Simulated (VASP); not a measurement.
Here is a VASP 6.6.1 calculation.

Contents of INCAR:

```
  PREC = Accurate
  ENCUT = 520
  EDIFF = 1E-6
  ISMEAR = 0
  SIGMA = 0.1
  LREAL = False
  LASPH = True
  NELM = 150
  ALGO = Normal
  ISIF = 2
  LWAVE = False
  LCHARG = False
  ISPIN = 2
  MAGMOM = 2 0
  LORBIT = 11
  LMAXMIX = 4
  LDAU = True
  LDAUTYPE = 2
  LDAUL = 2 -1
  LDAUU = 1 0
  LDAUJ = 0 0
  LDAUPRINT = 1
  GGA = PS
  NBANDS = 18
```

File KPOINTS:

```
Automatic mesh
0
Gamma
  10 10 10
```

POSCAR

```
CoO
1.0
    1.5805655677      0.9125399560      2.5317845992
   -1.5805655677      0.9125399560      2.5317845992
    0.0000000000     -1.8250799120      2.5317845992
Co O
1 1
Direct
    0.9989783200      0.9989783200      0.9989783200
    0.7510210300      0.7510210300      0.7510210300
```

Potentials or basis: VASP PAW PBE potentials, release 64 (Co, O).

Run with:

```sh
$ cat potpaw_PBE.64/Co/POTCAR potpaw_PBE.64/O/POTCAR > POTCAR
$ mpirun -np 1 vasp_std > vasp.out
```

Task: Predict the pressure.

Result: 0.0 GPa.

Task: What does it give for the net moment?

Result: 2.76 μB per cell.

Stress tensor (GPa, compression positive):
```
-2.11  0.00  0.00
 0.00 -2.11  0.00
 0.00  0.00  4.20
```

Caveat: the PAW data sets were made with another functional, which shifts forces and pressure a little; a cell with one magnetic atom can't hold antiferromagnetic order, which such compounds often take. The state reached can hang on the start; a lower one may exist.
